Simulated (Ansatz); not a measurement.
# MgS: the cost of one run

Method: DFT PBE, scalar-relativistic, plane waves, PAW, in Ansatz 0.2.0.

## Step 1: The system as given

It takes space group Fm-3m (No. 225, cubic). Conventional cell: a = 5.203 Å, b = 5.203 Å, c = 5.203 Å, α = 90.00°, β = 90.00°, γ = 90.00°. Mg (site symmetry m-3m) has 6 S at 2.60 Å in its first shell of neighbours. Around S (site symmetry m-3m) lie 6 Mg at 2.60 Å.

Structure file:

```
CELL_PARAMETERS angstrom
0.00000 2.60165 2.60165
2.60165 0.00000 2.60165
2.60165 2.60165 0.00000
ATOMIC_POSITIONS crystal
Mg 0.00000 0.00000 0.00000
S 0.50000 0.50000 0.50000
```

The cell is taken as given, not relaxed at this level.

## Step 2: The scan: one atom moved over a plane

Atom 1 (Mg) is moved by p along (1.000, 0.000, 0.000) and q along (0.000, 0.000, 1.000) (Å), all else fixed; its images in the other cells move with it. Points alike by symmetry are run once.

## Step 3: At p = -0.600, q = -0.600

input.yaml

```yaml
crystal:
  lattice:
    - [0.0, 2.60165, 2.60165]
    - [2.60165, 0.0, 2.60165]
    - [2.60165, 2.60165, 0.0]
  atoms:
    - { symbol: Mg, position: [0.0, -0.2306228739, 0.0] }
    - { symbol: S, position: [0.5, 0.5, 0.5] }
basis:
  ecutwfc: 420
kpoints:
  mp_grid: { grid: [8, 8, 8] }
hamiltonian:
  xc: pbe
scf:
  occupations: { method: gaussian, width: 0.05 }
output:
  forces: true
  stress: true
  eigenvalues: true
```

Command:

```console
$ ansatz run input.yaml --threads 1 --pin off --max-ram 2560MiB --backend cpu --events-out ev --progress --plain --runs-dir out
```

What time and memory should one allow on 1 thread of Arm Neoverse V2, shared host?

About 3.1 s, with a peak of 0.31 GiB.
